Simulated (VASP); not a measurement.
# HgSe (mp) (F-43m) in VASP: notebook

One crystal, HgSe (mp), is run at these levels: PBE; tasks: single point, relaxation of cell and atoms.

All numbers are computed with VASP 6.6.1; they aren't measurements. Logs are shortened: lines on timing, memory, paths and dates and some standing lists are left out, and cuts for length are marked.

## 1. The crystal as given

It takes space group F-43m (No. 216, cubic). The conventional cell has a = 6.260 Å, b = 6.260 Å, c = 6.260 Å, α = 90.00°, β = 90.00°, γ = 90.00°. Around Hg (site symmetry -43m) lie 4 Se at 2.71 Å. Se (site symmetry -43m) has 4 Hg at 2.71 Å as nearest neighbours.

## 2. Single point, PBE

Contents of INCAR:

```
SYSTEM = HgSe
PREC = Accurate
ENCUT = 520
EDIFF = 1E-6
ISMEAR = 1
SIGMA = 0.2
LREAL = .FALSE.
LASPH = .TRUE.
NELM = 100
ALGO = Fast
ISIF = 2
LWAVE = .FALSE.
LCHARG = .FALSE.
GGA = PE
NBANDS = 16
```

Contents of KPOINTS:

```
regular mesh
0
G
  12 12 12
  0 0 0
```

Contents of POSCAR:

```
HgSe
1.0
    0.0000000000      3.1300296696      3.1300296696
    3.1300296696      0.0000000000      3.1300296696
    3.1300296696      3.1300296696      0.0000000000
Hg Se
1 1
Direct
    0.0000000000      0.0000000000      0.0000000000
    0.2500000000      0.2500000000      0.2500000000
```

Potentials or basis: VASP PAW PBE potentials, release 64 (Hg, Se).

Launch:

```sh
$ cat potpaw_PBE.64/Hg/POTCAR potpaw_PBE.64/Se/POTCAR > POTCAR
$ mpirun -np 1 vasp_std > vasp.out
```

OUTCAR:

```text
SYSTEM = HgSe
   PREC = Accurate
   ENCUT = 520
   EDIFF = 1E-6
   ISMEAR = 1
   LREAL = .FALSE.
   LASPH = .TRUE.
   NELM = 100
   ISIF = 2
   GGA = PE

 ion  position               nearest neighbor table
   1  0.000  0.000  0.000-   2 2.71   2 2.71   2 2.71   2 2.71
   2  0.250  0.250  0.250-   1 2.71   1 2.71   1 2.71   1 2.71

  LATTYP: Found a face centered cubic cell.
 ALAT       =     6.2600593392

  Lattice vectors:

 A1 = (   0.0000000000,   3.1300296696,   3.1300296696)
 A2 = (   3.1300296696,   0.0000000000,   3.1300296696)
 A3 = (   3.1300296696,   3.1300296696,   0.0000000000)

Analysis of symmetry for initial positions (statically):
=====================================================================
 Subroutine PRICEL returns:
 Original cell was already a primitive cell.

 Routine SETGRP: Setting up the symmetry group for a
 face centered cubic supercell.

 Subroutine GETGRP returns: Found 24 space group operations
 (whereof 24 operations were pure point group operations)
 out of a pool of 48 trial point group operations.

The static configuration has the point symmetry T_d .

Analysis of symmetry for dynamics (positions and initial velocities):
=====================================================================
 Subroutine PRICEL returns:
 Original cell was already a primitive cell.

 Routine SETGRP: Setting up the symmetry group for a
 face centered cubic supercell.

 Subroutine GETGRP returns: Found 24 space group operations
 (whereof 24 operations were pure point group operations)
 out of a pool of 48 trial point group operations.

The dynamic configuration has the point symmetry T_d .

 Subroutine INISYM returns: Found 24 space group operations
 (whereof 24 operations are pure point group operations),
 and found     1 'primitive' translations

----------------------------------------------------------------------------------------

                                     Primitive cell

  volume of cell :      61.3303

  direct lattice vectors                    reciprocal lattice vectors
     0.000000000  3.130029670  3.130029670    -0.159742895  0.159742895  0.159742895
     3.130029670  0.000000000  3.130029670     0.159742895 -0.159742895  0.159742895
     3.130029670  3.130029670  0.000000000     0.159742895  0.159742895 -0.159742895

  length of vectors
     4.426530409  4.426530409  4.426530409     0.276682810  0.276682810  0.276682810

  position of ions in fractional coordinates (direct lattice)
     0.000000000  0.000000000  0.000000000
     0.250000000  0.250000000  0.250000000

  ion indices of the primitive-cell ions
   primitive index   ion index
                 1           1
                 2           2

----------------------------------------------------------------------------------------

 KPOINTS: regular mesh

Automatic generation of k-mesh.
 Grid dimensions read from file:
 generate k-points for:   12   12   12

 Generating k-lattice:

  Cartesian coordinates                     Fractional coordinates (reciprocal lattice)
    -0.013311908  0.013311908  0.013311908     0.083333333  0.000000000  0.000000000
     0.013311908 -0.013311908  0.013311908     0.000000000  0.083333333  0.000000000
     0.013311908  0.013311908 -0.013311908     0.000000000  0.000000000  0.083333333

  Length of vectors
     0.023056901  0.023056901  0.023056901

  Shift w.r.t. Gamma in fractional coordinates (k-lattice)
     0.000000000  0.000000000  0.000000000

 Subroutine IBZKPT returns following result:
 ===========================================

 Found     72 irreducible k-points:

 Following reciprocal coordinates:
            Coordinates               Weight
  0.000000  0.000000  0.000000      1.000000
  0.083333  0.000000  0.000000      8.000000
  0.166667  0.000000  0.000000      8.000000
  0.250000  0.000000  0.000000      8.000000
  0.333333  0.000000  0.000000      8.000000
  0.416667  0.000000  0.000000      8.000000
[... 16 lines left out ...]
  0.500000  0.166667  0.000000     24.000000
 -0.416667  0.166667  0.000000     24.000000
 [... further k-points ...]
   k-points           NKPTS =     72   k-points in BZ     NKDIM =     72   number of bands    NBANDS=     16
   number of dos      NEDOS =    301   number of ions     NIONS =      2
   total plane-waves  NPLWV =  46656
   dimension x,y,z NGX =    36 NGY =   36 NGZ =   36
   dimension x,y,z NGXF=    72 NGYF=   72 NGZF=   72
   ions per type =               1   1
   NGX,Y,Z   is equivalent  to a cutoff of  13.52, 13.52, 13.52 a.u.
   NGXF,Y,Z  is equivalent  to a cutoff of  27.04, 27.04, 27.04 a.u.
 SYSTEM =  HgSe
   PREC   = accura    normal or accurate (medium, high low for compatibility)
   ISTART =      0    job   : 0-new  1-cont  2-samecut
   ICHARG =      2    charge: 1-file 2-atom 10-const
   ISPIN  =      1    spin polarized calculation?
   LNONCOLLINEAR =      F non collinear calculations
   LSORBIT =      F    spin-orbit coupling
   LASPH  =      T    aspherical Exc in radial PAW
   ENCUT  =  520.0 eV  38.22 Ry    6.18 a.u.   8.23  8.23  8.23*2*pi/ulx,y,z
   NELM   =    100;   NELMIN=  2; NELMDL= -5     # of ELM steps
   EDIFF  = 0.1E-05   stopping-criterion for ELM
   LREAL  =      F    real-space projection
   EDIFFG = 0.1E-04   stopping-criterion for IOM
   NSW    =      0    number of steps for IOM
   IBRION =     -1    ionic relax: 0-MD 1-quasi-New 2-CG
   NFREE  =      0    steps in history (QN), initial steepest desc. (CG)
   ISIF   =      2    stress and relaxation
   ISYM   =      2    0-nonsym 1-usesym 2-fastsym
   POTIM  = 0.5000    time-step for ionic-motion
   TEBEG  =    0.0;   TEEND  =   0.0 temperature during run
   PSTRESS=    0.0 pullay stress
   NELECT =      18.0000    total number of electrons
   NUPDOWN=      -1.0000    fix difference up-down
   EMIN   =  10.00;   EMAX   =-10.00  energy-range for DOS
   EFERMI =   0.00;   METHOD = LEGACY
   ISMEAR =     1;   SIGMA  =   0.20  broadening in eV -4-tet -1-fermi 0-gaus
   EFERMI_NEDOS =   21; number of points for ismear=-14 and -15
   IALGO  =     68    algorithm
   IMIX   =      4    mixing-type and parameters
     AMIX     =   0.40;   BMIX     =  1.00
     AMIX_MAG =   1.60;   BMIX_MAG =  1.00
  volume/ion in A,a.u.               =      30.67       206.94
  Fermi-wavevector in a.u.,A,eV,Ry     =   1.087946  2.055919 16.104207  1.183626
  Thomas-Fermi vector in A             =   2.224116
   LORBIT       =      0    0 simple, 1 ext, 2 COOP (PROOUT), +10 PAW based schemes
   GGA     = PE    functional components
   LHFCALC =     F    Hartree Fock is set to
   AEXX    =    0.0000 exact exchange contribution
   IVDW    =     0    specifies the selected vdW correction
   LEPSILON=     F    determine dielectric tensor
   LRPA    =     F    only Hartree local field effects (RPA)
 non-spin polarized calculation
 RMM-DIIS sequential band-by-band and
 Methfessel and Paxton  Order N= 1 SIGMA  =   0.20
  energy-cutoff  :      520.00
  volume of cell :       61.33
 maximum number of plane-waves:      1676
 NGX is ok and might be reduce to    36
   NGX = 17   NGY = 17   NGZ = 17

 number of electron      18.0000002 magnetization

 Free energy of the ion-electron system (eV)
  ---------------------------------------------------
  ext. energy  EPLUGINS =         0.00000000
  ---------------------------------------------------
  free energy    TOTEN  =        -4.08873635 eV

  energy without entropy =       -4.08975887  energy(sigma->0) =       -4.08907719

 E-fermi :   0.9990     XC(G=0):  -8.6472

 val. band max:        0.9526845207   @ k =   0.0000   0.0000   0.0000
 cond. band min:       1.2747517287   @ k =   0.0833   0.0000   0.0000
 fundamental gap:      0.3220672080
 Fermi energy:         0.9989884120

 k-point     1 :       0.0000    0.0000    0.0000
  band No.  band energies     occupation
      1     -11.9360      2.00000
      2      -5.7341      2.00000
      3      -5.7341      2.00000
      4      -5.7341      2.00000
      5      -5.1303      2.00000
      6      -5.1303      2.00000
[... 8 lines left out ...]
     15      12.1052      0.00000
     16      12.1054      0.00000

 k-point     2 :       0.0833    0.0000    0.0000
  band No.  band energies     occupation
      1     -11.9113      2.00000
      2      -5.7225      2.00000
      3      -5.7225      2.00000
      4      -5.7211      2.00000
      5      -5.1312      2.00000
      6      -5.1312      2.00000
[... 8 lines left out ...]
     15      11.6053      0.00000
     16      11.6053      0.00000

 k-point     3 :       0.1667    0.0000    0.0000
  band No.  band energies     occupation
      1     -11.8430      2.00000
      2      -5.6916      2.00000
      3      -5.6916      2.00000
      4      -5.6723      2.00000
      5      -5.1319      2.00000
      6      -5.1319      2.00000
[... 8 lines left out ...]
     15      11.1443      0.00000
     16      11.1443      0.00000

 k-point     4 :       0.2500    0.0000    0.0000
  band No.  band energies     occupation
      1     -11.7477      2.00000
      2      -5.6527      2.00000
      3      -5.6527      2.00000
      4      -5.5633      2.00000
      5      -5.1272      2.00000
      6      -5.1272      2.00000
[... 8 lines left out ...]
     15      11.0526      0.00000
     16      11.0526      0.00000
[... 324 lines left out ...]
 k-point    22 :       0.4167    0.1667    0.0000
  band No.  band energies     occupation
      1     -11.5700      2.00000
      2      -5.5939      2.00000
      3      -5.5343      2.00000
      4      -5.3167      2.00000
      5      -5.0818      2.00000
      6      -5.0745      2.00000
[... 8 lines left out ...]
     15      12.1232      0.00000
     16      12.6312      0.00000

 k-point    23 :       0.5000    0.1667    0.0000
  band No.  band energies     occupation
      1     -11.5185      2.00000
      2      -5.5737      2.00000
      3      -5.5258      2.00000
      4      -5.1893      2.00000
      5      -5.0865      2.00000
      6      -4.9005      2.00000
[... 8 lines left out ...]
     15      12.1852      0.00000
     16      12.7234      0.00000

 k-point    24 :      -0.4167    0.1667    0.0000
  band No.  band energies     occupation
      1     -11.5118      2.00000
      2      -5.5659      2.00000
      3      -5.5344      2.00000
      4      -5.1420      2.00000
      5      -5.1056      2.00000
      6      -4.8544      2.00000
[... 8 lines left out ...]
     15      11.8930      0.00000
     16      12.1346      0.00000

 [... further k-points ...]

------------------------ aborting loop because EDIFF is reached ----------------------------------------

  FORCE on cell =-STRESS in cart. coord.  units (eV):
  Direction    XX          YY          ZZ          XY          YZ          ZX
  --------------------------------------------------------------------------------------
  -------------------------------------------------------------------------------------
  Total        0.0719843      0.0719843      0.0719843      0.0000000      0.0000000     -0.0000000
  in kB        1.8804988      1.8804988      1.8804988      0.0000000      0.0000000     -0.0000000
  external PRESSURE =       1.8804988 kB  Pullay stress =       0.0000000 kB

 VOLUME and BASIS-vectors are now :
 -----------------------------------------------------------------------------
  energy-cutoff  :      520.00
  volume of cell :       61.33
      direct lattice vectors                 reciprocal lattice vectors
     0.000000000  3.130029670  3.130029670    -0.159742895  0.159742895  0.159742895
     3.130029670  0.000000000  3.130029670     0.159742895 -0.159742895  0.159742895
     3.130029670  3.130029670  0.000000000     0.159742895  0.159742895 -0.159742895

 POSITION                                       TOTAL-FORCE (eV/Angst)
 -----------------------------------------------------------------------------------
      0.00000      0.00000      0.00000         0.000000      0.000000      0.000000
      1.56501      1.56501      1.56501         0.000000     -0.000000     -0.000000
 -----------------------------------------------------------------------------------
    total drift:                               -0.000000     -0.000000     -0.000000

  FREE ENERGIE OF THE ION-ELECTRON SYSTEM (eV)
  ---------------------------------------------------
  free  energy   TOTEN  =        -4.0887363480 eV

  energy  without entropy=       -4.0897588688  energy(sigma->0) =       -4.08907719
```

It took 25 s on 1 thread of Intel Xeon 6975P-C (Granite Rapids), shared host; peak memory 0.25 GiB.

What came out:

```
Free energy            : -4.0887 eV
Pressure               : 0.2 GPa
Band gap on the k mesh : none (metal or under the smearing width)
```

Spin-orbit coupling is left out, which matters for the levels of Hg.

## 3. Relaxation of cell and atoms, PBE

Contents of INCAR:

```
SYSTEM = HgSe
ALGO = Normal
EDIFF = 1E-6
EDIFFG = -0.002
ENCUT = 600
GGA = PE
IBRION = 2
ISIF = 3
ISMEAR = 1
LASPH = .True.
LCHARG = .False.
LREAL = .False.
LWAVE = .False.
NELM = 100
NSW = 100
PREC = Accurate
SIGMA = 0.2
```

Contents of KPOINTS:

```
k-points
0
Gamma
  12 12 12
  0 0 0
```

POSCAR is that of step 2.

Potentials or basis: VASP PAW PBE potentials, release 64 (Hg, Se).

Launch:

```sh
$ cat potpaw_PBE.64/Hg/POTCAR potpaw_PBE.64/Se/POTCAR > POTCAR
$ mpirun -np 1 vasp_std > vasp.out
```

OUTCAR:

```text
SYSTEM = HgSe
   EDIFF = 1E-6
   EDIFFG = -0.002
   ENCUT = 600
   GGA = PE
   IBRION = 2
   ISIF = 3
   ISMEAR = 1
   LASPH = .True.
   LREAL = .False.
   NELM = 100
   NSW = 100
   PREC = Accurate

 ion  position               nearest neighbor table
   1  0.000  0.000  0.000-   2 2.71   2 2.71   2 2.71   2 2.71
   2  0.250  0.250  0.250-   1 2.71   1 2.71   1 2.71   1 2.71

  LATTYP: Found a face centered cubic cell.
 ALAT       =     6.2600593392

  Lattice vectors:

 A1 = (   0.0000000000,   3.1300296696,   3.1300296696)
 A2 = (   3.1300296696,   0.0000000000,   3.1300296696)
 A3 = (   3.1300296696,   3.1300296696,   0.0000000000)

Analysis of symmetry for initial positions (statically):
=====================================================================
 Subroutine PRICEL returns:
[... 306 lines left out ...]
      6      -5.1514      2.00000
      7      -0.1326      2.00000
      8       0.9158      1.37948
      9       0.9158      1.37948
     10       0.9158      1.37948
     11       6.5088      0.00000
     12       6.5088      0.00000
     13       6.5088      0.00000
[... 354 lines left out ...]
  band No.  band energies     occupation
      1     -11.5272      2.00000
      2      -5.5821      2.00000
      3      -5.5511      2.00000
      4      -5.1627      2.00000
      5      -5.1270      2.00000
      6      -4.8779      2.00000
      7      -3.8414      2.00000
      8      -0.8447      2.00000
      9      -0.0926      2.00000
     10       2.9958     -0.00000
     11       6.4831      0.00000
     12       7.6481      0.00000
     13       7.6770      0.00000

 [... further k-points ...]

------------------------ aborting loop because EDIFF is reached ----------------------------------------

  FORCE on cell =-STRESS in cart. coord.  units (eV):
  Direction    XX          YY          ZZ          XY          YZ          ZX
  --------------------------------------------------------------------------------------
  -------------------------------------------------------------------------------------
  Total        0.0033457      0.0033457      0.0033457      0.0000000     -0.0000000      0.0000000
  in kB        0.0870295      0.0870295      0.0870295      0.0000000     -0.0000000      0.0000000
  external PRESSURE =       0.0870295 kB  Pullay stress =       0.0000000 kB
[... 17 lines left out ...]
  FREE ENERGIE OF THE ION-ELECTRON SYSTEM (eV)
  ---------------------------------------------------
  free  energy   TOTEN  =        -4.0890461093 eV

  energy  without entropy=       -4.0900884595  energy(sigma->0) =       -4.08939356

 reached required accuracy - stopping structural energy minimisation
```

CONTCAR:

```text
HgSe
   1.00000000000000
    -0.0000000000000000    3.1344762405630022    3.1344762405630022
     3.1344762405630022   -0.0000000000000000    3.1344762405630022
     3.1344762405630022    3.1344762405630022   -0.0000000000000000
  Hg              Se
     1     1
Direct
     0.0000000000000000    0.0000000000000000    0.0000000000000000
     0.2500000000000000    0.2500000000000000    0.2500000000000000

  0.00000000E+00  0.00000000E+00  0.00000000E+00
  0.00000000E+00  0.00000000E+00  0.00000000E+00
```

Run time: 46 s. Hardware: 1 thread of Intel Xeon 6975P-C (Granite Rapids), shared host; peak memory 0.26 GiB.

What came out:

```
Free energy                            : -4.0890 eV
Relaxed volume                         : 30.80 Å³/atom
Relaxed cell                           : a = 4.433 Å, b = 4.433 Å, c = 4.433 Å, α = 60.00°, β = 60.00°, γ = 60.00°
Space group after relaxing (to 0.05 Å) : F-43m (No. 216)
Energy gained by relaxing              : 0.1 meV/atom
Ionic steps                            : 4
Pressure after relaxing                : 0.0 GPa
Band gap on the k mesh                 : none (metal or under the smearing width)
```

Step by step:
```csv
step,energy change (eV),largest force (eV/Å),pressure (GPa),volume (Å³)
1,0.0000,0.0000,0.22,61.33
2,-0.0002,0.0000,-0.04,61.70
3,-0.0002,0.0000,-0.03,61.63
4,-0.0002,0.0000,0.01,61.59
```

Final structure:
```xyz
2
Lattice="0.0000 3.1345 3.1345 3.1345 0.0000 3.1345 3.1345 3.1345 0.0000" Properties=species:S:1:pos:R:3 pbc="T T T"
Hg    0.0000    0.0000    0.0000
Se    1.5672    1.5672    1.5672
```

Levels at points of the mesh, in eV from the Fermi level:
```
           k point  band 5  band 6  band 7  band 8  band 9  band 10  band 11  band 12  band 13
(0.00, 0.00, 0.00)   -6.11   -6.11   -1.09   -0.05   -0.05    -0.05     5.55     5.55     5.55
(0.50, 0.00, 0.00)   -6.08   -5.86   -4.96   -0.86   -0.86     1.05     6.24     6.24     6.75
(0.50, 0.50, 0.00)   -6.03   -5.82   -4.71   -1.98   -1.98     2.63     3.16     8.23     9.37
```
